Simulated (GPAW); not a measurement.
Runs of GPAW 26.7.0 on WS2. All rows change the cell; the cell of one of them follows. The cell holds a slab with vacuum, 6 atoms: a = 3.158 Å, b = 3.158 Å, c = 24.294 Å, α = 90.00°, β = 90.00°, γ = 120.00°. 

```csv
task,level,potentials or basis,maxiter,k mesh for the DOS,dos width,data set,symmetry,other keys,gap on the mesh (eV),largest force (eV/Å)
density of states,SCAN,"GPAW PAW data sets (gpaw-data 1.2.1), newer versions, pw",75,15 × 15 × 1,0 eV,S v3,-,"several, not listed",(b),(c)
single point,PBE,"GPAW PAW data sets (gpaw-data 1.2.1), pw",150,-,-,-,-,-,1.51,(a)
electron localisation function,vdW-DF-cx,"GPAW PAW data sets (gpaw-data 1.2.1), newer versions, pw",75,-,-,S v3,point_group=False,"several, not listed",1.48,0.64
band structure,revPBE,"the program's PAW data sets (release 1.2.1) made for this functional, other valence, pw",150,-,-,W 6,-,-,1.56,1.29
```

Alike in all rows: no spin polarisation; cell the (0 0 1) slab of WS2, cut from the database cell, not relaxed; k mesh 10 × 10 × 1; cutoff (eV) 450; smearing fermi-dirac 0.05 eV.

Task: Estimate the missing entries.

Result: (a) 0.67; (b) 1.67; (c) 0.65.

Caveats: spin-orbit coupling is left out, which moves the levels of the heavy elements; the PAW data sets were made with another functional, which shifts forces and pressure a little (some runs); the Fermi level lies in a gap (some runs).

A k mesh can miss the band edges, and the runs leave out spin-orbit coupling on W.

The runs don't all hold the same shells in valence.
